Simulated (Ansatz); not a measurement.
A (001) slab of Re (P6_3/mmc (No. 194)), 6 planes, outer planes Re (top) and Re (bottom), with 6 atoms (Re6) in a surface cell of A = 6.668 Å², as cut from the bulk:

```xyz
6
Lattice="2.7748 0.0000 0.0000 -1.3874 2.4031 0.0000 0.0000 0.0000 26.2106" Properties=species:S:1:pos:R:3 pbc="T T T"
Re    1.3874    0.8010    7.5000
Re    0.0000    1.6020    9.7421
Re    1.3874    0.8010   11.9842
Re    0.0000    1.6020   14.2263
Re    1.3874    0.8010   16.4684
Re    0.0000    1.6020   18.7106
```

Method: DFT PBE, scalar-relativistic, plane waves, PAW (Ansatz 0.2.0). Settings: cutoff 420 eV, Γ-centred mesh 15×15×1 on the computed 6-atom cell, Gaussian smearing of 0.10 eV; no spin polarisation. The cell repeats along c with a dipole correction in the vacuum.

Against the same 6 atoms in the bulk, the slab as cut lies 2.419 eV higher and the relaxed slab 2.186 eV higher.

Q: Work out the surface energy before and after relaxation.

A: The slab has two faces, so γ = (E_slab − N·E_bulk)/(2A), the mean of both. As cut: 2.419/(2 × 6.668) = 0.1814 eV/Å², and 1 eV/Å² = 16.02 J/m², so γ = 2.91 J/m². Relaxed: 2.186/(2 × 6.668) = 0.1639 eV/Å² = 2.63 J/m². Relaxation recovers 10 % of the cost of cutting.

Q: What is the ideal work of this cut, per area?

A: Griffith's ideal work is 2γ: 5.81 J/m² if the new faces stay rigid, 5.25 J/m² if they relax. One thickness was run, 6 planes, so γ can still shift with it.